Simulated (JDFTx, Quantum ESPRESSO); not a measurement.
This is a calculation of PbF2 (Fluorocronite) for Quantum ESPRESSO 7.5. 

The input pw.in:

```
&CONTROL
  calculation = 'scf'
  prefix = 'pwscf'
  outdir = './tmp'
  pseudo_dir = './pseudo'
  tprnfor = .true.
  tstress = .true.
  disk_io = 'low'
/
&SYSTEM
  ibrav = 0
  nat = 3
  ntyp = 2
  ecutwfc = 45
  ecutrho = 360
  nbnd = 21
  occupations = 'smearing'
  smearing = 'fd'
  degauss = 0.00367493
/
&ELECTRONS
  conv_thr = 6d-10
  electron_maxstep = 120
  mixing_beta = 0.5
/
ATOMIC_SPECIES
Pb   207.2000 pb_pbesol_v1.uspp.F.UPF
F     18.9984 f_pbesol_v1.4.uspp.F.UPF
CELL_PARAMETERS angstrom
   0.0000000000    2.9636600000    2.9636600000
   2.9636600000    0.0000000000    2.9636600000
   2.9636600000    2.9636600000    0.0000000000
ATOMIC_POSITIONS crystal
Pb     0.0000000000    0.0000000000    0.0000000000
F      0.7500000000    0.7500000000    0.7500000000
F      0.2500000000    0.2500000000    0.2500000000
K_POINTS automatic
8 8 8 0 0 0
```

The input pp_density.in:

```
&INPUTPP
  prefix = 'pwscf'
  outdir = './tmp'
  filplot = 'density.dat'
  plot_num = 0
/
&PLOT
  nfile = 1
  filepp(1) = 'density.dat'
  iflag = 3
  output_format = 6
  fileout = 'density.cube'
/
```

Contents of pp_potential.in:

```
&INPUTPP
  prefix = 'pwscf'
  outdir = './tmp'
  filplot = 'potential.dat'
  plot_num = 11
/
&PLOT
  nfile = 1
  filepp(1) = 'potential.dat'
  iflag = 3
  output_format = 6
  fileout = 'potential.cube'
/
```

Potentials or basis: GBRV 1.5 PBEsol.

Launch:

```sh
$ OMP_NUM_THREADS=1 mpirun -n 2 pw.x -nk 2 -in pw.in > pw.out
$ OMP_NUM_THREADS=1 mpirun -n 1 pp.x -in pp_density.in > pp_density.out
$ OMP_NUM_THREADS=1 mpirun -n 1 pp.x -in pp_potential.in > pp_potential.out
```

Q: Translate it to JDFTx 1.7.0 (patched build). Potentials or basis there: PseudoDojo-SR-PBEsol-0.4.1-standard with smoothed tails, cutoff 1143 eV.

A: As run (cutoffs and basis follow the program's own potentials, and thresholds, step limits or extra output files can differ):

Contents of PbF2.in:

```
lattice \
    0.0000000000     5.6005057265     5.6005057265 \
    5.6005057265     0.0000000000     5.6005057265 \
    5.6005057265     5.6005057265     0.0000000000
coords-type Lattice
ion Pb     0.0000000000     0.0000000000     0.0000000000 1
ion F      0.7500000000     0.7500000000     0.7500000000 1
ion F      0.2500000000     0.2500000000     0.2500000000 1

ion-species pseudo/Pb.upf
ion-species pseudo/F.upf
elec-cutoff 42 336
elec-ex-corr gga-PBEsol
kpoint-folding 8 8 8
elec-smearing Fermi 0.0018374661
elec-n-bands 21
electronic-SCF nIterations 100 energyDiffThreshold 1e-09
electronic-minimize nIterations 30 energyDiffThreshold 1e-7
converge-empty-states yes
forces-output-coords Cartesian

dump-name run.$VAR
dump End Ecomponents EigStats BandEigs Kpoints Forces Stress ElecDensity Dtot KEdensity
```

Potentials or basis: PseudoDojo-SR-PBEsol-0.4.1-standard with smoothed tails.

The run is started by

```console
$ jdftx -c 1 -i PbF2.in -o PbF2.out
```

Both were run:

|  | Quantum ESPRESSO | JDFTx |
| --- | --- | --- |
| Pressure | -1.3 GPa | -1.0 GPa |

Pressure is positive in compression.
